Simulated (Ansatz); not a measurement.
Input of an Ansatz 0.2.0 run:

The input input.yaml:

```yaml
crystal:
  lattice:
    - [0.0, 2.179, 2.179]
    - [2.179, 0.0, 2.179]
    - [2.179, 2.179, 0.0]
  atoms:
    - { symbol: Si, position: [0.0, 0.0, 0.0] }
    - { symbol: C, position: [0.75, 0.75, 0.75] }
hamiltonian:
  xc: pbe
  pseudopotentials: { kind: paw }
kpoints:
  mp_grid: { grid: [10, 10, 10] }
scf:
  occupations: { method: fermi_dirac, width: 0.05 }
output:
  forces: true
  stress: true
  eigenvalues: true
  write_density: true
  write_potential: true
  elf: true
  volumetric_format: npy
```

Potentials or basis: Ansatz PAW.

Command:

```console
$ ansatz run input.yaml --threads 1 --pin off --max-ram 2560MiB --backend cpu --events-out ev --progress --plain --runs-dir out
```

Predict the band gap on the k mesh.

1.36 eV, indirect (least direct gap 4.55 eV).

What does it give for the pressure?

3.3 GPa.

**What was measured.**

From “Insight into the structural, elastic and electronic properties of a new orthorhombic 6O-SiC polytype”, 2020, pmc:7200658, for a bulk crystal of SiC: band gap 2.4 eV (indirect).

A measured gap of SiC is 2.4 eV (indirect; quoted in “Insight into the structural, elastic and electronic properties of a new orthorhombic 6O-SiC polytype”, 2020, pmc:7200658); the calculated 1.36 eV misses it by -1.04 eV. The value is that of PBE on a finite k mesh, which can miss the band edges, without temperature or zero-point motion. Semilocal functionals fall short of measured gaps as a rule.
